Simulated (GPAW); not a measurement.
Write an ASE script for GPAW 26.7.0 that does the following.

```yaml
Task: equation of state
Functional: AM05
Potentials_or_basis: PAW data sets generated in the run's folder for this functional
Cutoff: 600 eV
Basis: pw
k_mesh: 6 × 6 × 6
Occupations: fermi-dirac, width 0.05 eV
Spin: no spin polarisation
Maxiter: 150
Eos_scales: "[0.94, 0.96, 0.98, 1.0, 1.02, 1.04, 1.06]"
```

The structure of TePb lies in TePb.cif:

```cif
data_TePb
_cell_length_a 4.56932402
_cell_length_b 4.56932402
_cell_length_c 4.56932402
_cell_angle_alpha 60.00000000
_cell_angle_beta 60.00000000
_cell_angle_gamma 60.00000000
_space_group_name_H-M_alt 'P1'
_space_group_name_Hall 'P 1'
_space_group_IT_number 1
loop_
_space_group_symop_operation_xyz
'x,y,z'
loop_
_atom_site_label
_atom_site_type_symbol
_atom_site_symmetry_multiplicity
_atom_site_Wyckoff_symbol
_atom_site_fract_x
_atom_site_fract_y
_atom_site_fract_z
_atom_site_occupancy
Pb1 Pb 1 a 0.0000000000 0.0000000000 0.0000000000 1
Te1 Te 1 a 0.5000000000 0.5000000000 0.5000000000 1
```

These files were run (other wordings do the same):

run.py

```python
from ase.eos import EquationOfState
from ase.io import Trajectory, read
from ase.units import GPa
from gpaw import GPAW, PW, setup_paths

setup_paths.insert(0, '.')

atoms = read('TePb.cif')

traj = Trajectory('eos.traj', 'w')
volumes, energies = [], []
for x in [0.94, 0.96, 0.98, 1.0, 1.02, 1.04, 1.06]:
    a = atoms.copy()
    a.set_cell(atoms.cell * x**(1 / 3), scale_atoms=True)
    calc = GPAW(mode=PW(600),
                xc='AM05',
                kpts={'size': (6, 6, 6), 'gamma': True},
                occupations={'name': 'fermi-dirac', 'width': 0.05},
                nbands=19,
                convergence={'density': 1e-05, 'energy': 1e-05},
                maxiter=150,
                txt=f'eos-{x:.2f}.txt')
    a.calc = calc
    energies.append(a.get_potential_energy(force_consistent=True))
    volumes.append(a.get_volume())
    p = -a.get_stress()[:3].mean() / GPa
    calc.write(f'eos-{x:.2f}.gpw')
    traj.write(a)
    print(f'{x:.2f} {volumes[-1]:10.4f} A^3 {energies[-1]:14.6f} eV {p:9.3f} GPa', flush=True)

v0, e0, B = EquationOfState(volumes, energies, eos='birchmurnaghan').fit()
print(f'V0 = {v0:.4f} A^3, E0 = {e0:.6f} eV, B0 = {B / GPa:.2f} GPa')
```

Potentials or basis: PAW data sets generated in the run's folder for this functional, pw.

Launch:

```sh
$ gpaw-setup -f AM05 Pb Te
$ OMP_NUM_THREADS=1 python run.py
```

Results of the run:

```json
{
  "Equilibrium volume": "33.57 Å³/atom",
  "Bulk modulus": "42 GPa",
  "Pressure derivative of the bulk modulus": "4.6"
}
```

It took 110 s on 1 thread of Arm Neoverse V1 (shared host), peak memory 0.26 GiB.
